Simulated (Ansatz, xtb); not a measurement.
## C3H10N+: 4 structures ranked

4 gas-phase structures of C3H10N+, found in a search over its isomers (lower ones may exist). Each was relaxed with GFN2-xTB; where two conformers were screened, the lower at r2SCAN-D4/def2-SVP is listed:

A. `C[NH+](C)C`, a singlet
B. `CCC[NH3+]`, a singlet
C. `CC(C)[NH3+]`, a singlet
D. `CC[NH2+]C`, a singlet

Question: Estimate their order in r2SCAN-D4/def2-SVP energy at these geometries, lowest first.

Answer: Calculated order at r2SCAN-D4/def2-SVP: C (0.0), B (4.5), D (5.1), A (9.6) kcal/mol. Less than 1 kcal/mol parts B and D, so the order within that pair means little.

Energies above the lowest of each column, in kcal/mol; the last columns are at BLYP-D3(BJ)/def2-SVP geometries (a dash: not run or not comparable):

| structure | GFN2-xTB | HF/STO-3G | r2SCAN-D4/def2-SVP | BLYP-D3(BJ)/def2-SVP | CCSD(T)/def2-SVP + ΔMP2/def2-TZVPP |
| --- | --- | --- | --- | --- | --- |
| C | 4.0 | 0.0 | 0.0 | 0.0 | 0.0 |
| B | 9.6 | 3.6 | 4.5 | 4.2 | 3.9 |
| D | 3.9 | 0.4 | 5.1 | 3.7 | 4.2 |
| A | 0.0 | 2.9 | 9.6 | 7.2 | – |

CCSD(T)/def2-SVP + ΔMP2/def2-TZVPP puts C lowest of those it was run on; GFN2-xTB picks A. Flexible structures stand in one conformer each, not always the lowest. Frequencies (BLYP-D3(BJ)/def2-SVP) were run for B, C, D alone. ΔMP2 is the change of the MP2 energy from the smaller to the larger basis.

Over these structures GFN2-xTB departs from r2SCAN-D4/def2-SVP by 5.0 kcal/mol on average once a common shift is removed. A GFN2-xTB relaxation took about 0.05 s and the r2SCAN-D4/def2-SVP energy about 1.2 s on a shared host (Ansatz 0.2.0, xtb 6.7.1).
